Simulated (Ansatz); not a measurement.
# Ir: the cost of one run

Computed with Ansatz 0.2.0 (DFT PBEsol, scalar-relativistic, plane waves, PAW, unless a step's input says otherwise).

The COD entry's cell or inner coordinates are ideal or old and differ from later refinements, so a difference from it is no clean test against experiment.

3 further runs of the same task are left out: 3 set aside as unsound or not needed.

**1. Starting point**

Symmetry: Fm-3m, No. 225, cubic system. The conventional cell has a = 3.830 Å, b = 3.830 Å, c = 3.830 Å, α = 90.00°, β = 90.00°, γ = 90.00°. Ir (site symmetry m-3m) is surrounded by 12 Ir at 2.71 Å.

As a file:

```cif
data_structure
_symmetry_space_group_name_H-M 'Fm-3m'
_symmetry_Int_Tables_number 225
_cell_length_a 3.8303
_cell_length_b 3.8303
_cell_length_c 3.8303
_cell_angle_alpha 90.000
_cell_angle_beta 90.000
_cell_angle_gamma 90.000
_cell_volume 56.19
loop_
_atom_site_label
_atom_site_type_symbol
_atom_site_symmetry_multiplicity
_atom_site_Wyckoff_symbol
_atom_site_fract_x
_atom_site_fract_y
_atom_site_fract_z
_atom_site_occupancy
Ir1 Ir 4 a 0.00000 0.00000 0.00000 1
```

It is the result of an earlier relaxation at this level (volume 14.05 Å³/atom; gap on the mesh: none (metal)).

**2. The Σ3 (111) boundary, mirror on a plane, shift [0, 0]**

One grain is mirrored in the boundary plane and shifted (fractions of the plane's cell), atoms that come too close are joined, and the cell holds two boundaries. Atoms and the cell's height relax; energies count from the bulk on a matched mesh, -11799.0450 eV an atom.

The cell holds 12 Ir: a = 2.708 Å, b = 2.708 Å, c = 26.537 Å, α = 90.00°, β = 90.00°, γ = 120.00°.

**3. Relaxation**

Input file input.yaml:

```yaml
crystal:
  lattice:
    - [2.7084020135, 0.0, 0.0]
    - [-1.3542010067, 2.3455449473, 0.0]
    - [0.0, 0.0, 26.5368118054]
  atoms:
    - { symbol: Ir, position: [0.0, 0.0, 0.0] }
    - { symbol: Ir, position: [0.3333333333, 0.6666666667, 0.0833333333] }
    - { symbol: Ir, position: [0.6666666667, 0.3333333333, 0.1666666667] }
    - { symbol: Ir, position: [0.0, 0.0, 0.25] }
    - { symbol: Ir, position: [0.3333333333, 0.6666666667, 0.3333333333] }
    - { symbol: Ir, position: [0.6666666667, 0.3333333333, 0.4166666667] }
    - { symbol: Ir, position: [0.3333333333, 0.6666666667, 0.9166666667] }
    - { symbol: Ir, position: [0.6666666667, 0.3333333333, 0.8333333333] }
    - { symbol: Ir, position: [0.0, 0.0, 0.75] }
    - { symbol: Ir, position: [0.3333333333, 0.6666666667, 0.6666666667] }
    - { symbol: Ir, position: [0.6666666667, 0.3333333333, 0.5833333333] }
    - { symbol: Ir, position: [0.0, 0.0, 0.5] }
basis:
  ecutwfc: 420
kpoints:
  mp_grid: { grid: [12, 12, 2] }
hamiltonian:
  xc: pbesol
scf:
  occupations: { method: gaussian, width: 0.1 }
output:
  forces: true
  stress: true
  eigenvalues: true
  populations: true
  write_density: true
  write_potential: true
  elf: true
  volumetric_format: npy
relax:
  adjacent_minimum: "off"
  f_tol: 0.02
  max_steps: 60
  cell: { fix: [a, b, alpha, beta, gamma], stress_tol: 0.1 }
```

Command:

```
ansatz run input.yaml --threads 2 --pin off --max-ram 5120MiB --backend cpu --events-out ev --progress --plain --runs-dir out
```

What time and memory should one allow on 2 threads of Intel Xeon at 2.50GHz (Skylake/Cascade Lake), shared host?

About 3.2 min, with a peak of 0.91 GiB.
